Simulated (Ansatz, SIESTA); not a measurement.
Given: the input of a run of Ansatz 0.2.0 on Bi. Atoms were shifted at random by some hundredths of an Å from the given cell, which wasn't relaxed again for these runs. This isn't the form of Bi at room conditions, which is rhombohedral.

The input input.yaml:

```yaml
crystal:
  lattice:
    - [-4.449748, 4.449748, 2.065632]
    - [4.449748, -4.449748, 2.065632]
    - [4.449748, 4.449748, -2.065632]
  atoms:
    - { symbol: Bi, position: [0.14799, 0.356914, 0.502299] }
    - { symbol: Bi, position: [0.854406, 0.643741, 0.495596] }
    - { symbol: Bi, position: [0.654179, 0.147829, 0.791532] }
    - { symbol: Bi, position: [0.344259, 0.846682, 0.212656] }
hamiltonian:
  xc: pbesol
  pseudopotentials: { kind: paw }
kpoints:
  mp_grid: { grid: [7, 7, 7] }
scf:
  occupations: { method: fermi_dirac, width: 0.05 }
output:
  forces: true
  stress: true
  eigenvalues: true
```

Potentials or basis: Ansatz PAW.

Launch:

```console
$ ansatz run input.yaml --threads 1 --pin off --max-ram 3584MiB --backend cpu --events-out ev --progress --plain --runs-dir out
```

Problem. Translate it to SIESTA 5.4.2. Potentials or basis there: files PseudoDojo sr-pbesol-0.4.1-standard, DZP (energy shift 0.003 Ry; two zetas on semicore shells).

Solution. As run (cutoffs and basis follow the program's own potentials, and thresholds, step limits or extra output files can differ):

File Bi.fdf:

```
SystemName                      Bi
SystemLabel                     Bi
NumberOfSpecies                 1
NumberOfAtoms                   4
%block ChemicalSpeciesLabel
  1  83 Bi
%endblock ChemicalSpeciesLabel

LatticeConstant                 1.0 Ang
%block LatticeVectors
    -4.4497480000     4.4497480000     2.0656320000
     4.4497480000    -4.4497480000     2.0656320000
     4.4497480000     4.4497480000    -2.0656320000
%endblock LatticeVectors
AtomicCoordinatesFormat         Fractional
%block AtomicCoordinatesAndAtomicSpecies
     0.1479900000     0.3569140000     0.5022990000  1  Bi
     0.8544060000     0.6437410000     0.4955960000  1  Bi
     0.6541790000     0.1478290000     0.7915320000  1  Bi
     0.3442590000     0.8466820000     0.2126560000  1  Bi
%endblock AtomicCoordinatesAndAtomicSpecies

%block kgrid.MonkhorstPack
    7   0   0  0.0
    0   7   0  0.0
    0   0   7  0.0
%endblock kgrid.MonkhorstPack
XC.Functional                   GGA
XC.Authors                      PBEsol
PAO.BasisSize                   DZP
PAO.EnergyShift                 0.003 Ry
Mesh.Cutoff                     500 Ry
OccupationFunction              FD
ElectronicTemperature           0.05 eV
MaxSCFIterations                120
SCF.MustConverge                false
SCF.Mixer.Method                Pulay
SCF.Mixer.Weight                0.25
SCF.Mixer.History               8
SCF.DM.Tolerance                5.0e-05
SCF.H.Tolerance                 1.0e-03 eV
WriteForces                     true
Charge.Mulliken                 end
%block PAO.Basis
  Bi 4
  n=6 0 2
    5.772 0.000
  n=6 1 2
    8.065 0.000
  n=5 2 2
    3.889 0.000
  n=6 2 1
    8.065
%endblock PAO.Basis
```

Potentials or basis: PseudoDojo 0.4 standard (PBEsol files), converted to PSML, two zetas on semicore shells, DZP (energy shift 0.003 Ry; two zetas on semicore shells).

Command:

```bash
$ siesta < Bi.fdf > Bi.out 2>&1
```

Both were run:

|  | Ansatz | SIESTA |
| --- | --- | --- |
| Pressure | -1.6 GPa | -0.9 GPa |
| Energy over the undisturbed cell | 0.1 meV/atom | 1.7 meV/atom |

Ansatz's pressure holds a Pulay term of +0.02 GPa for its cutoff of 420 eV, which the other run lacks.

Ansatz's potentials were made for PBE.

Where Ansatz's input types no cutoff or centring, it takes its own default and a Γ-centred mesh.

Pressure is positive in compression.
